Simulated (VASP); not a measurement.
# CuI (Marshite) (F-43m) in VASP: settings compared

The runs below take CuI (Marshite) through single point, relaxation of cell and atoms, with PBEsol, LDA, r2SCAN.

Everything below comes from runs of VASP 6.6.1. Logs are shortened: lines on timing, memory, paths and dates and some standing lists are left out, and cuts for length are marked.

**1. The structure**

Symmetry: F-43m, No. 216, cubic system. The conventional cell has a = 6.063 Å, b = 6.063 Å, c = 6.063 Å, α = 90.00°, β = 90.00°, γ = 90.00°. Around Cu (site symmetry -43m) lie 4 I at 2.63 Å. I (site symmetry -43m) is surrounded by 4 Cu at 2.63 Å.

**2. Single point, PBEsol**

The input, INCAR:

```
ALGO = Normal
EDIFF = 1E-6
ENCUT = 520
GGA = PS
ISIF = 2
ISMEAR = 0
KPAR = 4
LASPH = T
LCHARG = F
LREAL = F
LWAVE = F
NBANDS = 16
NELM = 80
PREC = Accurate
SIGMA = 0.03
```

The input, KPOINTS:

```
k-points
0
Gamma
  6 6 6
```

The input, POSCAR:

```
CuI
1.0
    0.0000000000      3.0315000000      3.0315000000
    3.0315000000      0.0000000000      3.0315000000
    3.0315000000      3.0315000000      0.0000000000
Cu I
1 1
Direct
    0.2500000000      0.2500000000      0.2500000000
    0.0000000000      0.0000000000      0.0000000000
```

Potentials or basis: VASP PAW PBE potentials, release 64 (Cu, I).

Started as:

```sh
$ cat potpaw_PBE.64/Cu/POTCAR potpaw_PBE.64/I/POTCAR > POTCAR
$ mpirun -np 4 vasp_std > vasp.out
```

OUTCAR:

```text
EDIFF = 1E-6
   ENCUT = 520
   GGA = PS
   ISIF = 2
   ISMEAR = 0
   LASPH = T
   LREAL = F
   NELM = 80
   PREC = Accurate

 ion  position               nearest neighbor table
   1  0.250  0.250  0.250-   2 2.63   2 2.63   2 2.63   2 2.63
   2  0.000  0.000  0.000-   1 2.63   1 2.63   1 2.63   1 2.63

  LATTYP: Found a face centered cubic cell.
 ALAT       =     6.0630000000

  Lattice vectors:

 A1 = (   0.0000000000,   3.0315000000,   3.0315000000)
 A2 = (   3.0315000000,   0.0000000000,   3.0315000000)
 A3 = (   3.0315000000,   3.0315000000,   0.0000000000)

Analysis of symmetry for initial positions (statically):
=====================================================================
 Subroutine PRICEL returns:
 Original cell was already a primitive cell.

 Routine SETGRP: Setting up the symmetry group for a
 face centered cubic supercell.

 Subroutine GETGRP returns: Found 24 space group operations
 (whereof 24 operations were pure point group operations)
 out of a pool of 48 trial point group operations.

The static configuration has the point symmetry T_d .

Analysis of symmetry for dynamics (positions and initial velocities):
=====================================================================
 Subroutine PRICEL returns:
 Original cell was already a primitive cell.

 Routine SETGRP: Setting up the symmetry group for a
 face centered cubic supercell.

 Subroutine GETGRP returns: Found 24 space group operations
 (whereof 24 operations were pure point group operations)
 out of a pool of 48 trial point group operations.

The dynamic configuration has the point symmetry T_d .

 Subroutine INISYM returns: Found 24 space group operations
 (whereof 24 operations are pure point group operations),
 and found     1 'primitive' translations

----------------------------------------------------------------------------------------

                                     Primitive cell

  volume of cell :      55.7189

  direct lattice vectors                    reciprocal lattice vectors
     0.000000000  3.031500000  3.031500000    -0.164934851  0.164934851  0.164934851
     3.031500000  0.000000000  3.031500000     0.164934851 -0.164934851  0.164934851
     3.031500000  3.031500000  0.000000000     0.164934851  0.164934851 -0.164934851

  length of vectors
     4.287188414  4.287188414  4.287188414     0.285675541  0.285675541  0.285675541

  position of ions in fractional coordinates (direct lattice)
     0.250000000  0.250000000  0.250000000
     0.000000000  0.000000000  0.000000000

  ion indices of the primitive-cell ions
   primitive index   ion index
                 1           1
                 2           2

----------------------------------------------------------------------------------------

 KPOINTS: k-points

Automatic generation of k-mesh.
 Grid dimensions read from file:
 generate k-points for:    6    6    6

 Generating k-lattice:

  Cartesian coordinates                     Fractional coordinates (reciprocal lattice)
    -0.027489142  0.027489142  0.027489142     0.166666667  0.000000000  0.000000000
     0.027489142 -0.027489142  0.027489142     0.000000000  0.166666667  0.000000000
     0.027489142  0.027489142 -0.027489142     0.000000000  0.000000000  0.166666667

  Length of vectors
     0.047612590  0.047612590  0.047612590

  Shift w.r.t. Gamma in fractional coordinates (k-lattice)
     0.000000000  0.000000000  0.000000000

 Subroutine IBZKPT returns following result:
 ===========================================

 Found     16 irreducible k-points:

 Following reciprocal coordinates:
            Coordinates               Weight
  0.000000  0.000000  0.000000      1.000000
  0.166667  0.000000  0.000000      8.000000
  0.333333  0.000000  0.000000      8.000000
  0.500000  0.000000  0.000000      4.000000
  0.166667  0.166667  0.000000      6.000000
  0.333333  0.166667  0.000000     24.000000
[... 8 lines left out ...]
 -0.333333  0.333333  0.166667     24.000000
 -0.333333  0.500000  0.166667     12.000000
   k-points           NKPTS =     16   k-points in BZ     NKDIM =     16   number of bands    NBANDS=     16
   number of dos      NEDOS =    301   number of ions     NIONS =      2
   total plane-waves  NPLWV =  32768
   dimension x,y,z NGX =    32 NGY =   32 NGZ =   32
   dimension x,y,z NGXF=    64 NGYF=   64 NGZF=   64
   ions per type =               1   1
   NGX,Y,Z   is equivalent  to a cutoff of  12.41, 12.41, 12.41 a.u.
   NGXF,Y,Z  is equivalent  to a cutoff of  24.82, 24.82, 24.82 a.u.
 SYSTEM =  unknown system
   PREC   = accura    normal or accurate (medium, high low for compatibility)
   ISTART =      0    job   : 0-new  1-cont  2-samecut
   ICHARG =      2    charge: 1-file 2-atom 10-const
   ISPIN  =      1    spin polarized calculation?
   LNONCOLLINEAR =      F non collinear calculations
   LSORBIT =      F    spin-orbit coupling
   LASPH  =      T    aspherical Exc in radial PAW
   ENCUT  =  520.0 eV  38.22 Ry    6.18 a.u.   7.97  7.97  7.97*2*pi/ulx,y,z
   NELM   =     80;   NELMIN=  2; NELMDL= -5     # of ELM steps
   EDIFF  = 0.1E-05   stopping-criterion for ELM
   LREAL  =      F    real-space projection
   EDIFFG = 0.1E-04   stopping-criterion for IOM
   NSW    =      0    number of steps for IOM
   IBRION =     -1    ionic relax: 0-MD 1-quasi-New 2-CG
   NFREE  =      0    steps in history (QN), initial steepest desc. (CG)
   ISIF   =      2    stress and relaxation
   ISYM   =      2    0-nonsym 1-usesym 2-fastsym
   POTIM  = 0.5000    time-step for ionic-motion
   TEBEG  =    0.0;   TEEND  =   0.0 temperature during run
   PSTRESS=    0.0 pullay stress
   NELECT =      18.0000    total number of electrons
   NUPDOWN=      -1.0000    fix difference up-down
   EMIN   =  10.00;   EMAX   =-10.00  energy-range for DOS
   EFERMI =   0.00;   METHOD = LEGACY
   ISMEAR =     0;   SIGMA  =   0.03  broadening in eV -4-tet -1-fermi 0-gaus
   EFERMI_NEDOS =   21; number of points for ismear=-14 and -15
   IALGO  =     38    algorithm
   IMIX   =      4    mixing-type and parameters
     AMIX     =   0.40;   BMIX     =  1.00
     AMIX_MAG =   1.60;   BMIX_MAG =  1.00
  volume/ion in A,a.u.               =      27.86       188.00
  Fermi-wavevector in a.u.,A,eV,Ry     =   1.123306  2.122741 17.168055  1.261816
  Thomas-Fermi vector in A             =   2.259971
   LORBIT       =      0    0 simple, 1 ext, 2 COOP (PROOUT), +10 PAW based schemes
   GGA     = PS    functional components
   LHFCALC =     F    Hartree Fock is set to
   AEXX    =    0.0000 exact exchange contribution
   IVDW    =     0    specifies the selected vdW correction
   LEPSILON=     F    determine dielectric tensor
   LRPA    =     F    only Hartree local field effects (RPA)
 non-spin polarized calculation
 Gauss-broadening in eV      SIGMA  =   0.03
  energy-cutoff  :      520.00
  volume of cell :       55.72
 maximum number of plane-waves:      1524
   NGX = 15   NGY = 15   NGZ = 15

 number of electron      18.0000014 magnetization

 Free energy of the ion-electron system (eV)
  ---------------------------------------------------
  ext. energy  EPLUGINS =         0.00000000
  ---------------------------------------------------
  free energy    TOTEN  =        -6.29198058 eV

  energy without entropy =       -6.29198058  energy(sigma->0) =       -6.29198058

 E-fermi :   4.4690     XC(G=0):  -9.1389

 val. band max:        4.2831264637   @ k =   0.0000   0.0000   0.0000
 cond. band min:       5.3118326439   @ k =   0.0000   0.0000   0.0000
 fundamental gap:      1.0287061802
 Fermi energy:         4.4690295368

 k-point     1 :       0.0000    0.0000    0.0000
  band No.  band energies     occupation
      1      -9.7424      2.00000
      2       0.6390      2.00000
      3       0.6390      2.00000
      4       0.6390      2.00000
      5       2.4078      2.00000
      6       2.4078      2.00000
[... 8 lines left out ...]
     15      13.8580      0.00000
     16      13.8580      0.00000

 k-point     2 :       0.1667    0.0000    0.0000
  band No.  band energies     occupation
      1      -9.6164      2.00000
      2       0.1278      2.00000
      3       0.6487      2.00000
      4       0.6487      2.00000
      5       2.3987      2.00000
      6       2.3987      2.00000
[... 8 lines left out ...]
     15      12.9814      0.00000
     16      13.2948      0.00000

 k-point     3 :       0.3333    0.0000    0.0000
  band No.  band energies     occupation
      1      -9.3400      2.00000
      2      -0.8541      2.00000
      3       0.6610      2.00000
      4       0.6610      2.00000
      5       2.4093      2.00000
      6       2.4093      2.00000
[... 8 lines left out ...]
     15      13.4647      0.00000
     16      13.4647      0.00000

 k-point     4 :       0.5000    0.0000    0.0000
  band No.  band energies     occupation
      1      -9.1865      2.00000
      2      -1.3253      2.00000
      3       0.6630      2.00000
      4       0.6630      2.00000
      5       2.4355      2.00000
      6       2.4355      2.00000
[... 8 lines left out ...]
     15      15.1324      0.00000
     16      15.1324      0.00000
[... 172 lines left out ...]
 k-point    14 :       0.5000    0.3333    0.1667
  band No.  band energies     occupation
      1      -9.1494      2.00000
      2      -0.8705      2.00000
      3       0.1541      2.00000
      4       0.5948      2.00000
      5       2.3452      2.00000
      6       2.4246      2.00000
[... 8 lines left out ...]
     15      15.1699      0.00000
     16      16.2978      0.00000

 k-point    15 :      -0.3333    0.3333    0.1667
  band No.  band energies     occupation
      1      -9.0446      2.00000
      2      -0.9199      2.00000
      3      -0.1442      2.00000
      4       0.5542      2.00000
      5       2.3142      2.00000
      6       2.4085      2.00000
[... 8 lines left out ...]
     15      15.3190      0.00000
     16      16.0485      0.00000

 k-point    16 :      -0.3333    0.5000    0.1667
  band No.  band energies     occupation
      1      -8.9955      2.00000
      2      -1.0161      2.00000
      3      -0.0018      2.00000
      4       0.4607      2.00000
      5       2.3600      2.00000
      6       2.3615      2.00000
[... 8 lines left out ...]
     15      15.7995      0.00000
     16      16.2401      0.00000

------------------------ aborting loop because EDIFF is reached ----------------------------------------

  FORCE on cell =-STRESS in cart. coord.  units (eV):
  Direction    XX          YY          ZZ          XY          YZ          ZX
  --------------------------------------------------------------------------------------
  -------------------------------------------------------------------------------------
  Total       -0.7434633     -0.7434633     -0.7434633      0.0000000      0.0000000      0.0000000
  in kB      -21.3780166    -21.3780166    -21.3780166      0.0000000      0.0000000      0.0000000
  external PRESSURE =     -21.3780166 kB  Pullay stress =       0.0000000 kB

 VOLUME and BASIS-vectors are now :
 -----------------------------------------------------------------------------
  energy-cutoff  :      520.00
  volume of cell :       55.72
      direct lattice vectors                 reciprocal lattice vectors
     0.000000000  3.031500000  3.031500000    -0.164934851  0.164934851  0.164934851
     3.031500000  0.000000000  3.031500000     0.164934851 -0.164934851  0.164934851
     3.031500000  3.031500000  0.000000000     0.164934851  0.164934851 -0.164934851

 POSITION                                       TOTAL-FORCE (eV/Angst)
 -----------------------------------------------------------------------------------
      1.51575      1.51575      1.51575         0.000000      0.000000      0.000000
      0.00000      0.00000      0.00000        -0.000000     -0.000000     -0.000000
 -----------------------------------------------------------------------------------
    total drift:                                0.000000      0.000000     -0.000000

  FREE ENERGIE OF THE ION-ELECTRON SYSTEM (eV)
  ---------------------------------------------------
  free  energy   TOTEN  =        -6.2919805813 eV

  energy  without entropy=       -6.2919805813  energy(sigma->0) =       -6.29198058
```

It took 5.8 s on 4 MPI ranks of Intel Xeon Platinum 8259CL at 2.50GHz (Skylake/Cascade Lake), shared host; peak memory 0.17 GiB.

What came out:

- Free energy: -6.2920 eV
- Pressure: -2.1 GPa
- Band gap on the k mesh: 1.03 eV, direct

Caveat: the PAW data sets were made with another functional, which shifts forces and pressure a little; spin-orbit coupling is left out, which moves the levels of the heavy elements. As with any semilocal functional, this PBEsol gap is likely too small.

**3. Relaxation of cell and atoms, LDA**

The input, INCAR:

```
ALGO = Normal
EDIFF = 1E-6
EDIFFG = -0.01
ENCUT = 600
IBRION = 2
ISIF = 3
ISMEAR = 0
LASPH = True
LCHARG = False
LREAL = False
LWAVE = False
NELM = 80
NSW = 90
PREC = Accurate
SIGMA = 0.03
```

The input, KPOINTS:

```
k-points
0
Gamma
  8 8 8
```

POSCAR is that of step 2.

Potentials or basis: VASP PAW LDA potentials, release 64 (Cu, I).

Started as:

```sh
$ cat potpaw_LDA.64/Cu/POTCAR potpaw_LDA.64/I/POTCAR > POTCAR
$ mpirun -np 1 vasp_std > vasp.out
```

It took 73 s on 1 thread of Intel Xeon Platinum 8488C (Sapphire Rapids), shared host; peak memory 0.18 GiB.

It converged, with:

| Property | Result |
| --- | --- |
| Free energy | -6.9971 eV |
| Relaxed volume | 25.25 Å³/atom |
| Relaxed cell | a = 4.149 Å, b = 4.149 Å, c = 4.149 Å, α = 60.00°, β = 60.00°, γ = 60.00° |
| Space group after relaxing (to 0.05 Å) | F-43m (No. 216) |
| Energy gained by relaxing | 39.3 meV/atom |
| Ionic steps | 4 |
| Pressure after relaxing | 0.0 GPa |
| Band gap on the k mesh | 1.28 eV, direct |

Step by step:
```tsv
step	energy change (eV)	largest force (eV/Å)	pressure (GPa)	volume (Å³)
1	0.0000	0.0000	-4.15	55.72
2	-0.0782	0.0000	0.27	50.10
3	-0.0786	0.0000	0.14	50.34
4	-0.0786	0.0000	-0.04	50.50
```

Final structure:
```yaml
crystal:
  lattice:
    - [0.00000, 2.93371, 2.93371]
    - [2.93371, 0.00000, 2.93371]
    - [2.93371, 2.93371, 0.00000]
  atoms:
    - { symbol: Cu, position: [0.25000, 0.25000, 0.25000] }
    - { symbol: I, position: [0.00000, 0.00000, 0.00000] }
```

Levels at points of the mesh, in eV from the valence-band top:
```tsv
k point	band 6	band 7	band 8	band 9	band 10	band 11	band 12	band 13
(0.00, 0.00, 0.00)	-2.37	0.00	0.00	0.00	1.28	4.75	4.75	4.75
(0.50, 0.00, 0.00)	-2.34	-2.28	-0.89	-0.89	2.15	5.33	5.33	7.37
(0.50, 0.50, 0.00)	-2.28	-2.27	-1.92	-1.92	2.42	2.78	9.76	10.23
```

Caveat: spin-orbit coupling is left out, which moves the levels of the heavy elements. LDA usually gives volumes a few per cent too small.

**4. Relaxation of cell and atoms, LDA**

This run uses another cell than the first one, of 25.25 Å³/atom, 0.906 times its volume.

Edit INCAR of step 3 so:

```diff
@@ -1,4 +1,4 @@
 ALGO = Normal
-EDIFF = 1E-6
-EDIFFG = -0.01
+EDIFF = 1E-7
+EDIFFG = -0.005
 ENCUT = 600
```

KPOINTS is that of step 3.

The input, POSCAR:

```
CuI                                     
1.0
    0.0000000000      2.9337070710      2.9337070710
    2.9337070710      0.0000000000      2.9337070710
    2.9337070710      2.9337070710     -0.0000000000
  Cu              I             
     1     1
Direct
     0.2500000000000000    0.2500000000000000    0.2500000000000000
     0.0000000000000000    0.0000000000000000    0.0000000000000000
```

Started as:

```sh
$ cat potpaw_LDA.64/Cu/POTCAR potpaw_LDA.64/I/POTCAR > POTCAR
$ mpirun -np 1 vasp_std > vasp.out
```

Wall time 34 s (1 thread of Intel Xeon Platinum 8488C (Sapphire Rapids), shared host); peak memory 0.18 GiB.

The run converged. Its results:

| Item | Value |
| --- | --- |
| Free energy | -6.9964 eV |
| Relaxed volume | 25.23 Å³/atom |
| Relaxed cell | a = 4.148 Å, b = 4.148 Å, c = 4.148 Å, α = 60.00°, β = 60.00°, γ = 60.00° |
| Space group after relaxing (to 0.05 Å) | F-43m (No. 216) |
| Energy gained by relaxing | 0.0 meV/atom |
| Ionic steps | 2 |
| Pressure after relaxing | 0.0 GPa |
| Band gap on the k mesh | 1.28 eV, direct |

Final structure:
```
Cu I
1.0
     0.00000    2.93297    2.93297
     2.93297    0.00000    2.93297
     2.93297    2.93297    0.00000
Cu I
1 1
Direct
  0.25000 0.25000 0.25000
  0.00000 0.00000 0.00000
```

Levels at points of the mesh, in eV from the valence-band top:
```csv
k point,band 6,band 7,band 8,band 9,band 10,band 11,band 12,band 13
"(0.00, 0.00, 0.00)",-2.37,0.00,0.00,0.00,1.28,4.75,4.75,4.75
"(0.50, 0.00, 0.00)",-2.34,-2.29,-0.89,-0.89,2.15,5.33,5.33,7.37
"(0.50, 0.50, 0.00)",-2.29,-2.27,-1.93,-1.93,2.42,2.78,9.76,10.23
```

Caveat: spin-orbit coupling is left out, which moves the levels of the heavy elements.

**5. Relaxation of cell and atoms, r2SCAN**

The input, INCAR:

```
SYSTEM = CuI
PREC = Accurate
ENCUT = 600
EDIFF = 1E-6
ISMEAR = 0
SIGMA = 0.03
LREAL = .False.
LASPH = .True.
NELM = 80
ALGO = Normal
ISIF = 3
LWAVE = .False.
LCHARG = .False.
METAGGA = R2SCAN
LMIXTAU = .True.
IBRION = 2
NSW = 90
EDIFFG = -0.01
```

The input, KPOINTS:

```
Automatic mesh
0
Gamma
  8 8 8
  0 0 0
```

The input, POSCAR:

```
CuI
1.0
    0.0000000000      3.0315000000      3.0315000000
    3.0315000000      0.0000000000      3.0315000000
    3.0315000000      3.0315000000      0.0000000000
Cu I
1 1
Direct
    0.2500000000      0.2500000000      0.2500000000
    0.0000000000      0.0000000000      0.0000000000
```

Potentials or basis: VASP PAW PBE potentials, release 64 (Cu, I).

Started as:

```sh
$ cat potpaw_PBE.64/Cu/POTCAR potpaw_PBE.64/I/POTCAR > POTCAR
$ mpirun -np 1 vasp_std > vasp.out
```

Run time: 82 s. Hardware: 1 thread of Intel Xeon 6975P-C (Granite Rapids), shared host; peak memory 0.24 GiB.

It converged, with:

```
Free energy                            : -35.7972 eV
Relaxed volume                         : 27.28 Å³/atom
Relaxed cell                           : a = 4.257 Å, b = 4.257 Å, c = 4.257 Å, α = 60.00°, β = 60.00°, γ = 60.00°
Space group after relaxing (to 0.05 Å) : F-43m (No. 216)
Energy gained by relaxing              : 1.5 meV/atom
Ionic steps                            : 2
Pressure after relaxing                : 0.0 GPa
Band gap on the k mesh                 : 1.68 eV, direct
```

Step by step:
```csv
step,energy change (eV),largest force (eV/Å),pressure (GPa),volume (Å³)
1,0.0000,0.0000,-0.83,55.72
2,-0.0031,0.0000,-0.01,54.56
```

Final structure:
```yaml
crystal:
  lattice:
    - [0.00000, 3.01031, 3.01031]
    - [3.01031, 0.00000, 3.01031]
    - [3.01031, 3.01031, 0.00000]
  atoms:
    - { symbol: Cu, position: [0.25000, 0.25000, 0.25000] }
    - { symbol: I, position: [0.00000, 0.00000, 0.00000] }
```

Levels at points of the mesh, in eV from the valence-band top:
```tsv
k point	band 7	band 8	band 9	band 10	band 11	band 12
(0.00, 0.00, 0.00)	0.00	0.00	0.00	1.68	5.22	5.22
(0.50, 0.00, 0.00)	-1.86	-0.75	-0.75	2.57	5.73	5.73
(0.50, 0.50, 0.00)	-1.83	-1.57	-1.57	2.90	3.17	9.95
```

Caveat: the PAW data sets were made with another functional, which shifts forces and pressure a little; spin-orbit coupling is left out, which moves the levels of the heavy elements. r2SCAN opens gaps a little over a GGA but as a rule still falls short of measured ones.

**6. Overview**

```csv
task,level,potentials or basis,cell,k mesh,cutoff (eV),gap on the mesh (eV),pressure (GPa),relaxed volume (Å³/atom)
single point,PBEsol,"VASP PAW PBE potentials, release 64 (Cu, I)","F-43m, 27.86 Å³/atom",6 × 6 × 6,520,1.03,-2.1,-
relaxation of cell and atoms,LDA,"VASP PAW LDA potentials, release 64 (Cu, I)",relaxed,8 × 8 × 8,600,1.28,0.0,25.23
relaxation of cell and atoms,r2SCAN,"VASP PAW PBE potentials, release 64 (Cu, I)",relaxed,8 × 8 × 8,600,1.68,0.0,27.28
```

Alike in all rows: no spin polarisation; smearing gaussian 0.03 eV.

Caveats: spin-orbit coupling is left out, which moves the levels of the heavy elements; the PAW data sets were made with another functional, which shifts forces and pressure a little (some runs).

Absolute energies hang on the potentials; compare differences alone.
